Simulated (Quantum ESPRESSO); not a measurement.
# MoS2 in Quantum ESPRESSO: notebook

One slab, MoS2, is run at these levels: PBEsol; tasks: single point, equation of state.

Program: Quantum ESPRESSO 7.5. These are calculated values, not measurements. Logs are shortened: lines on timing, memory, paths and dates and some standing lists are left out, and cuts for length are marked.

### Step 1. Starting point

The cell holds a slab with vacuum, 9 atoms: a = 3.184 Å, b = 3.184 Å, c = 28.387 Å, α = 90.00°, β = 90.00°, γ = 120.00°.

### Step 2. Single point, PBEsol, 26.03 Å³/atom

The input, pw.in:

```
&CONTROL
  calculation = 'scf'
  prefix = 'pwscf'
  outdir = './tmp'
  pseudo_dir = './pseudo'
  tprnfor = .true.
  tstress = .true.
  disk_io = 'nowf'
/
&SYSTEM
  ibrav = 0
  nat = 9
  ntyp = 2
  ecutwfc = 45
  ecutrho = 360
  nbnd = 51
  occupations = 'smearing'
  smearing = 'fd'
  degauss = 0.00367493
/
&ELECTRONS
  conv_thr = 1.8d-09
  electron_maxstep = 120
  mixing_beta = 0.5
/
ATOMIC_SPECIES
Mo    95.9500 mo_pbesol_v1.uspp.F.UPF
S     32.0600 s_pbesol_v1.4.uspp.F.UPF
CELL_PARAMETERS angstrom
   3.1190173719    0.0000000000    0.0000000000
  -1.5595086859    2.7011482788    0.0000000000
   0.0000000000    0.0000000000   27.8078241397
ATOMIC_POSITIONS crystal
Mo     0.3333333333    0.6666666667    0.2281647700
Mo     0.3333333333    0.6666666667    0.7718352300
Mo     0.6666666667    0.3333333333    0.0000000000
S      0.6666666667    0.3333333333    0.1734930900
S      0.6666666667    0.3333333333    0.7171875100
S      0.3333333333    0.6666666667    0.9453341200
S      0.6666666667    0.3333333333    0.2828124900
S      0.6666666667    0.3333333333    0.8265069100
S      0.3333333333    0.6666666667    0.0546658800
K_POINTS automatic
10 10 1 0 0 0
```

Potentials or basis: GBRV 1.5 PBEsol.

The run is started by

```bash
$ OMP_NUM_THREADS=1 mpirun -n 2 pw.x -nk 2 -in pw.in > pw.out
```

pw.out:

```text
This program is part of the open-source Quantum ESPRESSO suite
     for quantum simulation of materials; please cite
[... 13 lines left out ...]
     --------------------
     sticks:   dense  smooth     PW     G-vecs:    dense   smooth      PW
     Sum         859     433    121               182339    64617   10527

     Using Slab Decomposition

     bravais-lattice index     =            0
     lattice parameter (alat)  =       5.8941  a.u.
     unit-cell volume          =    1580.9926 (a.u.)^3
     number of atoms/cell      =            9
     number of atomic types    =            2
     number of electrons       =        78.00
     number of Kohn-Sham states=           51
     kinetic-energy cutoff     =      45.0000  Ry
     charge density cutoff     =     360.0000  Ry
     scf convergence threshold =      1.8E-09
     mixing beta               =       0.5000
     number of iterations used =            8  plain     mixing
     Exchange-correlation= SLA  PW   PSX  PSC
                           (   1   4  10   8   0   0   0)

     celldm(1)=   5.894089  celldm(2)=   0.000000  celldm(3)=   0.000000
     celldm(4)=   0.000000  celldm(5)=   0.000000  celldm(6)=   0.000000

     crystal axes: (cart. coord. in units of alat)
               a(1) = (   1.000000   0.000000   0.000000 )
               a(2) = (  -0.500000   0.866025   0.000000 )
               a(3) = (   0.000000   0.000000   8.915572 )

     reciprocal axes: (cart. coord. in units 2 pi/alat)
               b(1) = (  1.000000  0.577350 -0.000000 )
               b(2) = (  0.000000  1.154701  0.000000 )
               b(3) = (  0.000000 -0.000000  0.112163 )

     PseudoPot. # 1 for Mo read from file:
     mo_pbesol_v1.uspp.F.UPF
     Pseudo is Ultrasoft + core correction, Zval = 14.0
     Generated by new atomic code, or converted to UPF format
     Using radial grid of  889 points,  6 beta functions with:
                l(1) =   0
                l(2) =   0
                l(3) =   1
                l(4) =   1
                l(5) =   2
                l(6) =   2
     Q(r) pseudized with  6 coefficients,  rinner =    1.000   1.000   1.000
                                                       1.000   1.000

     PseudoPot. # 2 for S  read from file:
     s_pbesol_v1.4.uspp.F.UPF
     Pseudo is Ultrasoft + core correction, Zval =  6.0
     Generated by new atomic code, or converted to UPF format
     Using radial grid of  907 points,  6 beta functions with:
                l(1) =   0
                l(2) =   0
                l(3) =   1
                l(4) =   1
                l(5) =   2
                l(6) =   2
     Q(r) pseudized with  8 coefficients,  rinner =    1.300   1.300   1.300
                                                       1.300   1.300

     atomic species   valence    mass     pseudopotential
     Mo               14.00    95.95000     Mo( 1.00)
     S                 6.00    32.06000     S ( 1.00)

     12 Sym. Ops. (no inversion) found

   Cartesian axes

     site n.     atom                  positions (alat units)
         1        Mo     tau(   1) = (  -0.0000000   0.5773503   2.0342194  )
         2        Mo     tau(   2) = (  -0.0000000   0.5773503   6.8813526  )
         3        Mo     tau(   3) = (   0.5000000   0.2886751   0.0000000  )
         4        S      tau(   4) = (   0.5000000   0.2886751   1.5467901  )
         5        S      tau(   5) = (   0.5000000   0.2886751   6.3941369  )
         6        S      tau(   6) = (  -0.0000000   0.5773503   8.4281945  )
         7        S      tau(   7) = (   0.5000000   0.2886751   2.5214351  )
         8        S      tau(   8) = (   0.5000000   0.2886751   7.3687819  )
         9        S      tau(   9) = (  -0.0000000   0.5773503   0.4873776  )

     number of k points=    14  Fermi-Dirac smearing, width (Ry)=  0.0037
                       cart. coord. in units 2pi/alat
        k(    1) = (   0.0000000   0.0000000   0.0000000), wk =   0.0200000
        k(    2) = (   0.0000000   0.1154701   0.0000000), wk =   0.1200000
        k(    3) = (   0.0000000   0.2309401   0.0000000), wk =   0.1200000
        k(    4) = (   0.0000000   0.3464102   0.0000000), wk =   0.1200000
        k(    5) = (   0.0000000   0.4618802   0.0000000), wk =   0.1200000
        k(    6) = (   0.0000000  -0.5773503   0.0000000), wk =   0.0600000
        k(    7) = (   0.1000000   0.1732051   0.0000000), wk =   0.1200000
        k(    8) = (   0.1000000   0.2886751   0.0000000), wk =   0.2400000
        k(    9) = (   0.1000000   0.4041452   0.0000000), wk =   0.2400000
        k(   10) = (   0.1000000   0.5196152   0.0000000), wk =   0.2400000
        k(   11) = (   0.2000000   0.3464102   0.0000000), wk =   0.1200000
        k(   12) = (   0.2000000   0.4618802   0.0000000), wk =   0.2400000
        k(   13) = (   0.2000000   0.5773503   0.0000000), wk =   0.1200000
        k(   14) = (   0.3000000   0.5196152   0.0000000), wk =   0.1200000

     Dense  grid:   182339 G-vectors     FFT dimensions: (  36,  36, 320)

     Smooth grid:    64617 G-vectors     FFT dimensions: (  25,  25, 225)

     Initial potential from superposition of free atoms

     starting charge      77.9969, renormalised to      78.0000

     negative rho (up, down):  6.440E-04 0.000E+00
     Starting wfcs are   63 randomized atomic wfcs

     Self-consistent Calculation

     iteration #  1     ecut=    45.00 Ry     beta= 0.50
     Davidson diagonalization with overlap
     ethr =  1.00E-02,  avg # of iterations =  2.3

     Threshold (ethr) on eigenvalues was too large:
     Diagonalizing with lowered threshold

     Davidson diagonalization with overlap
     ethr =  4.00E-04,  avg # of iterations =  2.5

     negative rho (up, down):  6.677E-04 0.000E+00

     total energy              =    -562.60673098 Ry
     estimated scf accuracy    <       0.38268228 Ry

     iteration #  2     ecut=    45.00 Ry     beta= 0.50
     Davidson diagonalization with overlap
     ethr =  4.91E-04,  avg # of iterations =  2.3

     negative rho (up, down):  6.460E-04 0.000E+00

     total energy              =    -562.61812245 Ry
     estimated scf accuracy    <       0.46241521 Ry

     iteration #  3     ecut=    45.00 Ry     beta= 0.50
     Davidson diagonalization with overlap
     ethr =  4.91E-04,  avg # of iterations =  2.0
[... 69 lines left out ...]
     iteration # 11     ecut=    45.00 Ry     beta= 0.50
     Davidson diagonalization with overlap
     ethr =  1.97E-10,  avg # of iterations =  3.9

     negative rho (up, down):  6.388E-04 0.000E+00

     total energy              =    -562.71573901 Ry
     estimated scf accuracy    <       0.00000003 Ry

     iteration # 12     ecut=    45.00 Ry     beta= 0.50
     Davidson diagonalization with overlap
     ethr =  4.43E-11,  avg # of iterations =  2.0

     negative rho (up, down):  6.388E-04 0.000E+00

     End of self-consistent calculation

          k = 0.0000 0.0000 0.0000 (  8129 PWs)   bands (ev):

   -55.5839 -55.5828 -55.5827 -29.8181 -29.8170 -29.8169 -29.5337 -29.5337
   -29.5324 -29.5324 -29.5324 -29.5324  -9.3975  -9.3418  -9.2894  -7.9154
    -7.8127  -7.7214  -1.1506  -0.8986  -0.6407   2.2448   2.2448   2.2480
     2.2480   2.2492   2.2492   2.6749   3.2363   3.4765   3.4765   3.4855
     3.4855   3.4921   3.4921   3.9084   4.8505   5.3139   5.6421   8.0631
     8.0631   8.0698   8.0698   8.0730   8.0730   8.4187   8.4187   8.4568
     8.4568   8.4887   8.4887

          k = 0.0000 0.1155 0.0000 (  8071 PWs)   bands (ev):

   -55.5790 -55.5779 -55.5779 -29.8085 -29.8074 -29.8074 -29.5808 -29.5795
   -29.5795 -29.5442 -29.5429 -29.5429  -9.2332  -9.1779  -9.1258  -7.8508
    -7.7528  -7.6660  -0.9756  -0.7270  -0.4700   1.9139   1.9183   1.9229
     2.2194   2.4163   2.4209   2.4234   2.5522   2.7869   3.2271   3.2374
     3.2452   3.7443   3.9327   4.3126   4.8308   5.2086   5.4355   7.8777
     7.8914   7.9138   7.9940   8.0649   8.1447   8.2161   8.2563   8.3003
     8.3461   8.3656   8.3733
[... 13 lines left out ...]
   -55.5507 -55.5495 -55.5495 -29.8500 -29.8487 -29.8487 -29.7527 -29.7516
   -29.7516 -29.6055 -29.6042 -29.6042  -8.1418  -8.0948  -8.0502  -7.4263
    -7.3622  -7.3088  -0.5242  -0.4033  -0.2892   0.7259   0.8019   0.9557
     1.0016   1.1484   1.2278   2.1675   2.1816   2.1932   3.4306   3.4728
     3.4912   3.5061   3.6027   3.8030   4.0491   4.1183   4.1544   7.2937
     7.5225   7.5283   7.5644   7.6033   7.8066   8.3956   8.6243   8.8398
     9.3943   9.4658   9.5291

          k = 0.0000 0.4619 0.0000 (  8083 PWs)   bands (ev):

   -55.5379 -55.5368 -55.5368 -29.9669 -29.9656 -29.9656 -29.7275 -29.7264
   -29.7264 -29.6326 -29.6313 -29.6313  -7.5353  -7.5011  -7.4689  -7.1982
    -7.1590  -7.1295  -0.9001  -0.8262  -0.7573   0.1836   0.2555   0.3339
     0.7849   0.9499   1.0868   1.8113   1.8263   1.8389   3.2007   3.3119
     3.4263   3.9390   3.9715   3.9996   4.1010   4.1845   4.2458   7.4811
     7.5039   7.5246   7.7185   7.8647   8.0248   8.8325   9.0694   9.3296
     9.6483   9.7451   9.8339

          k = 0.0000-0.5774 0.0000 (  8088 PWs)   bands (ev):

   -55.5331 -55.5319 -55.5319 -30.0110 -30.0097 -30.0097 -29.7178 -29.7167
   -29.7167 -29.6430 -29.6417 -29.6417  -7.2664  -7.2431  -7.2225  -7.0978
    -7.0758  -7.0621  -1.1039  -1.0341  -0.9691  -0.0303   0.0254   0.0842
     0.6314   0.7928   0.9289   1.6868   1.7021   1.7149   3.1635   3.2240
     3.2712   4.1027   4.1428   4.1782   4.3968   4.4287   4.4457   7.5338
     7.5451   7.5547   8.0334   8.1124   8.1824   8.9498   9.1709   9.4413
     9.7195   9.8258   9.9246

          k = 0.1000 0.1732 0.0000 (  8079 PWs)   bands (ev):

   -55.5703 -55.5692 -55.5692 -29.7913 -29.7902 -29.7902 -29.6618 -29.6605
   -29.6605 -29.5667 -29.5654 -29.5654  -8.9226  -8.8684  -8.8174  -7.7287
    -7.6395  -7.5617  -0.6833  -0.4476  -0.2011   1.4457   1.4476   1.4590
     1.7595   2.0284   2.2224   2.6310   2.6510   2.6756   2.7175   2.7240
     2.7260   3.9817   4.1626   4.4598   4.6930   4.9070   4.9914   7.4221
     7.5593   7.7011   7.7165   7.8907   7.8949   7.9100   7.9665   8.0471
     8.8471   8.8859   8.9251
[... 53 lines left out ...]
   -55.5291 -55.5280 -55.5280 -29.9566 -29.9553 -29.9553 -29.7457 -29.7444
   -29.7444 -29.7101 -29.7090 -29.7090  -7.0736  -7.0571  -7.0430  -6.9799
    -6.9638  -6.9552  -0.5143  -0.4957  -0.4560  -0.4531  -0.4289  -0.3951
     0.8213   0.9301   1.0524   1.7488   1.8712   1.9564   2.2218   2.2913
     2.3384   3.0874   3.1867   3.2991   4.7468   4.7966   4.8388   7.2630
     7.2888   7.3089   8.3531   8.4800   8.5740   8.5821   8.6761   8.8679
     9.8491  10.0446  10.2604

          k = 0.3000 0.5196 0.0000 (  7996 PWs)   bands (ev):

   -55.5276 -55.5265 -55.5265 -29.9145 -29.9132 -29.9132 -29.8061 -29.8048
   -29.8048 -29.7072 -29.7061 -29.7061  -6.9971  -6.9844  -6.9743  -6.9321
    -6.9191  -6.9130  -0.6838  -0.6511  -0.6210  -0.0825  -0.0348  -0.0043
     1.0238   1.0441   1.0505   1.4230   1.4518   1.5473   1.9029   2.0607
     2.1168   3.0139   3.0802   3.1805   4.8815   4.9226   4.9604   7.0067
     7.0273   7.0439   8.0496   8.3183   8.6023   8.7442   8.8481   8.8970
    10.2539  10.3722  10.4910

     the Fermi energy is     6.2412 ev

!    total energy              =    -562.71573902 Ry
     estimated scf accuracy    <          9.2E-10 Ry
     smearing contrib. (-TS)   =      -0.00000002 Ry
     internal energy E=F+TS    =    -562.71573900 Ry

     The total energy is F=E-TS. E is the sum of the following terms:
     one-electron contribution =   -2851.89066734 Ry
     hartree contribution      =    1444.51377062 Ry
     xc contribution           =    -108.39104156 Ry
     ewald contribution        =     953.05219927 Ry

     convergence has been achieved in  12 iterations

     negative rho (up, down):  6.388E-04 0.000E+00

     Forces acting on atoms (cartesian axes, Ry/au):

     atom    1 type  1   force =    -0.00000000   -0.00000000    0.00006412
     atom    2 type  1   force =     0.00000000   -0.00000000   -0.00006412
     atom    3 type  1   force =     0.00000000    0.00000000    0.00000000
     atom    4 type  2   force =     0.00000000    0.00000000   -0.03718718
     atom    5 type  2   force =     0.00000000    0.00000000   -0.03659172
     atom    6 type  2   force =     0.00000000    0.00000000   -0.03720768
     atom    7 type  2   force =     0.00000000    0.00000000    0.03659172
     atom    8 type  2   force =     0.00000000    0.00000000    0.03718718
     atom    9 type  2   force =     0.00000000    0.00000000    0.03720768

     Total force =     0.090623     Total SCF correction =     0.000060

     Computing stress (Cartesian axis) and pressure

     negative rho (up, down):  6.388E-04 0.000E+00
          total   stress  (Ry/bohr**3)                   (kbar)     P=       41.34
   0.00022710  -0.00000000   0.00000000           33.41       -0.00        0.00
  -0.00000000   0.00022710  -0.00000000           -0.00       33.41       -0.00
   0.00000000  -0.00000000   0.00038890            0.00       -0.00       57.21

=------------------------------------------------------------------------------=
   JOB DONE.
=------------------------------------------------------------------------------=
```

Run time: 2.4 min. Hardware: 2 MPI ranks of AMD EPYC 7R43 (Zen 3), shared host; peak memory 0.9 GiB.

What came out:

* Free energy: -7656.1377 eV
* Largest force: 0.957 eV/Å
* Band gap on the k mesh: 1.33 eV, indirect (least direct gap 2.05 eV)

### Step 3. Single point, PBEsol, 26.58 Å³/atom

pw.in, as its differences from that of step 2:

```diff
@@ -29,5 +29,5 @@
 CELL_PARAMETERS angstrom
-   3.1190173719    0.0000000000    0.0000000000
-  -1.5595086859    2.7011482788    0.0000000000
-   0.0000000000    0.0000000000   27.8078241397
+   3.1409830066    0.0000000000    0.0000000000
+  -1.5704915033    2.7201710765    0.0000000000
+   0.0000000000    0.0000000000   28.0036603395
 ATOMIC_POSITIONS crystal
```

Potentials or basis: GBRV 1.5 PBEsol.

The run is started by

```bash
$ OMP_NUM_THREADS=1 mpirun -n 2 pw.x -nk 2 -in pw.in > pw.out
```

It took 2.5 min on 2 MPI ranks of AMD EPYC 7R43 (Zen 3), shared host; peak memory 0.92 GiB.

Results (log left out):

```yaml
Free_energy: -7656.2314 eV
Largest_force: 0.561 eV/Å
Band_gap_on_the_k_mesh: 1.33 eV, indirect (least direct gap 1.99 eV)
```

### Step 4. Single point, PBEsol, 27.14 Å³/atom

pw.in, as its differences from that of step 3:

```diff
@@ -29,5 +29,5 @@
 CELL_PARAMETERS angstrom
-   3.1409830066    0.0000000000    0.0000000000
-  -1.5704915033    2.7201710765    0.0000000000
-   0.0000000000    0.0000000000   28.0036603395
+   3.1626456429    0.0000000000    0.0000000000
+  -1.5813228214    2.7389314699    0.0000000000
+   0.0000000000    0.0000000000   28.1967951345
 ATOMIC_POSITIONS crystal
```

The run is started by

```bash
$ OMP_NUM_THREADS=1 mpirun -n 2 pw.x -nk 2 -in pw.in > pw.out
```

Wall time 2.5 min (2 MPI ranks of AMD EPYC 7R43 (Zen 3), shared host); peak memory 0.94 GiB.

The run converged. Its results:

* Free energy: -7656.2544 eV
* Largest force: 0.196 eV/Å
* Band gap on the k mesh: 1.32 eV, indirect (least direct gap 1.94 eV)

### Step 5. Single point, PBEsol, 27.69 Å³/atom

pw.in, as its differences from that of step 4:

```diff
@@ -29,5 +29,5 @@
 CELL_PARAMETERS angstrom
-   3.1626456429    0.0000000000    0.0000000000
-  -1.5813228214    2.7389314699    0.0000000000
-   0.0000000000    0.0000000000   28.1967951345
+   3.1840155185    0.0000000000    0.0000000000
+  -1.5920077592    2.7574383250    0.0000000000
+   0.0000000000    0.0000000000   28.3873198000
 ATOMIC_POSITIONS crystal
```

The run is started by

```bash
$ OMP_NUM_THREADS=1 mpirun -n 2 pw.x -nk 2 -in pw.in > pw.out
```

It took 2.9 min on 2 MPI ranks of AMD EPYC 7R43 (Zen 3), shared host; peak memory 0.98 GiB.

The run converged. Its results:

- Free energy: -7656.2143 eV
- Largest force: 0.167 eV/Å
- Band gap on the k mesh: 1.29 eV, indirect (least direct gap 1.88 eV)

### Step 6. Single point, PBEsol, 28.25 Å³/atom

pw.in, as its differences from that of step 5:

```diff
@@ -29,5 +29,5 @@
 CELL_PARAMETERS angstrom
-   3.1840155185    0.0000000000    0.0000000000
-  -1.5920077592    2.7574383250    0.0000000000
-   0.0000000000    0.0000000000   28.3873198000
+   3.2051023285    0.0000000000    0.0000000000
+  -1.6025511642    2.7757000382    0.0000000000
+   0.0000000000    0.0000000000   28.5753207742
 ATOMIC_POSITIONS crystal
```

Potentials or basis: GBRV 1.5 PBEsol.

The run is started by

```bash
$ OMP_NUM_THREADS=1 mpirun -n 2 pw.x -nk 2 -in pw.in > pw.out
```

Run time: 2.6 min. Hardware: 2 MPI ranks of AMD EPYC 7R43 (Zen 3), shared host; peak memory 0.98 GiB.

It converged, with:

- Free energy: -7656.1176 eV
- Largest force: 0.481 eV/Å
- Band gap on the k mesh: 1.27 eV, indirect (least direct gap 1.83 eV)

### Step 7. Single point, PBEsol, 28.80 Å³/atom

pw.in, as its differences from that of step 6:

```diff
@@ -29,5 +29,5 @@
 CELL_PARAMETERS angstrom
-   3.2051023285    0.0000000000    0.0000000000
-  -1.6025511642    2.7757000382    0.0000000000
-   0.0000000000    0.0000000000   28.5753207742
+   3.2259152645    0.0000000000    0.0000000000
+  -1.6129576322    2.7937245694    0.0000000000
+   0.0000000000    0.0000000000   28.7608800046
 ATOMIC_POSITIONS crystal
```

The run is started by

```bash
$ OMP_NUM_THREADS=1 mpirun -n 2 pw.x -nk 2 -in pw.in > pw.out
```

It took 3.3 min on 2 MPI ranks of AMD EPYC 7R43 (Zen 3), shared host; peak memory 1 GiB.

The run converged. Its results:

```
Free energy            : -7655.9701 eV
Largest force          : 0.772 eV/Å
Band gap on the k mesh : 1.25 eV, indirect (least direct gap 1.78 eV)
```

### Step 8. Single point, PBEsol, 29.35 Å³/atom

pw.in, as its differences from that of step 7:

```diff
@@ -29,5 +29,5 @@
 CELL_PARAMETERS angstrom
-   3.2259152645    0.0000000000    0.0000000000
-  -1.6129576322    2.7937245694    0.0000000000
-   0.0000000000    0.0000000000   28.7608800046
+   3.2464630495    0.0000000000    0.0000000000
+  -1.6232315247    2.8115194732    0.0000000000
+   0.0000000000    0.0000000000   28.9440752623
 ATOMIC_POSITIONS crystal
```

The run is started by

```bash
$ OMP_NUM_THREADS=1 mpirun -n 2 pw.x -nk 2 -in pw.in > pw.out
```

Run time: 3.3 min. Hardware: 2 MPI ranks of AMD EPYC 7R43 (Zen 3), shared host; peak memory 1 GiB.

Results (log left out):

| Item | Value |
| --- | --- |
| Free energy | -7655.7772 eV |
| Largest force | 1.041 eV/Å |
| Band gap on the k mesh | 1.23 eV, indirect (least direct gap 1.74 eV) |

### Step 9. Equation of state, PBEsol

Potentials or basis: GBRV 1.5 PBEsol.

This step only gathers the single runs of the series.

What came out:

```
Equilibrium volume                        : 27.05 Å³/atom
Bulk modulus at fixed shape and positions : 101 GPa
Pressure derivative of the bulk modulus   : 4.4
```

Energy against volume, from the lowest point:
| volume (Å³/atom) | energy (meV/atom) |
| --- | --- |
| 26.031 | 12.97 |
| 26.585 | 2.55 |
| 27.139 | 0.00 |
| 27.693 | 4.46 |
| 28.246 | 15.20 |
| 28.800 | 31.59 |
| 29.354 | 53.02 |

Caveat: the cell was scaled at fixed shape and fractional positions, which overstates the stiffness of a crystal with free parameters, most of all of layers and chains.
